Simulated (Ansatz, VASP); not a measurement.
**AlN: VASP beside Ansatz**

```xyz
2
Lattice="0.0000 2.1194 2.1521 2.1194 0.0000 2.1521 2.1194 2.1194 0.0000" Properties=species:S:1:pos:R:3 pbc="T T T"
Al    0.0000    0.0000    0.0000
N     3.1790    3.1790    3.2282
```

Change from the starting cell: strain -0.030 along x and y, -0.015 along z, atoms carried along.

Alike in both runs: task single point; functional r2SCAN; k mesh 10 × 10 × 10; occupations gaussian, width 0.05 eV; no spin polarisation.

|  | VASP | Ansatz |
| --- | --- | --- |
| version | VASP 6.6.1 | Ansatz 0.2.0 |
| potentials or method | VASP PAW PBE potentials, release 64 (Al, N) | scalar-relativistic, plane waves, PAW |
| plane-wave cutoff (eV) | 520 | 500 |
| valence electrons in the cell | 8 | 8 |

|  | VASP | Ansatz | Ansatz less VASP |
| --- | --- | --- | --- |
| gap on the k mesh at the Fermi level (eV) | 3.94 | 3.95 | +0.011 |
| least direct gap on the mesh (eV) | 5.59 | 5.54 | -0.044 |
| pressure (GPa) | 18.2 | 18.5 | +0.30 |
| largest component of the traceless stress (GPa) | 1.48 | 1.48 | +0.001 |

With one functional, cell and mesh, what is left measures potentials, basis and numerics.

Caveats: so large a pressure means that the cell lies far from this level's equilibrium, or that cutoff or potentials fall short (VASP); the potentials were made for another functional, which shifts forces and pressure (VASP). A k mesh can miss the band edges.
